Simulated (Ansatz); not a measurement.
Sn under changes of volume

One of the cells (33.803 Å³/atom); the others are scaled copies at fixed shape and fractional positions:

```
Sn
1.0
     0.00000    3.23334    3.23334
     3.23334    0.00000    3.23334
     3.23334    3.23334    0.00000
Sn
2
Cartesian
  4.8500 4.8500 4.8500
  3.2333 3.2333 3.2333
```

This isn't the form of Sn at room conditions, which is tetragonal (white tin).

| Property | Result |
| --- | --- |
| Program | Ansatz 0.2.0 |
| Functional | PBE |
| Potentials or basis | Ansatz PAW |
| Cutoff | 420 eV (not typed: the program's choice for these potentials) |
| k mesh | 7 × 7 × 7 |
| Occupations | fermi-dirac, width 0.05 eV |
| Spin | no spin polarisation |

| volume (Å³/atom) | energy over the lowest point (meV/atom) | pressure (GPa) |
| --- | --- | --- |
| 31.775 | 100.95 | 7.6 |
| 32.451 | ? | ? |
| 33.127 | 48.34 | 5.0 |
| 33.803 | 29.88 | 3.8 |
| 34.479 | 15.97 | 2.8 |
| 35.155 | 6.16 | 1.9 |
| 35.831 | 0.00 | 1.1 |

Task: What does the run at 32.451 Å³/atom give?

Result: Energy over the lowest point 71.83 meV/atom; pressure 6.2 GPa.

Worked out: A Birch-Murnaghan fit of order 3 (a polynomial in V^(-2/3)) to the other rows has its minimum at 36.81 Å³/atom, just outside them, with B0 = V·E''(V) = 37 GPa and B' = 4.6. It gives 71.83 meV/atom at 32.451 Å³/atom, against the run's 71.83, and -dE/dV = 6.2 GPa, against 6.2.

Energies are extrapolated to zero smearing.
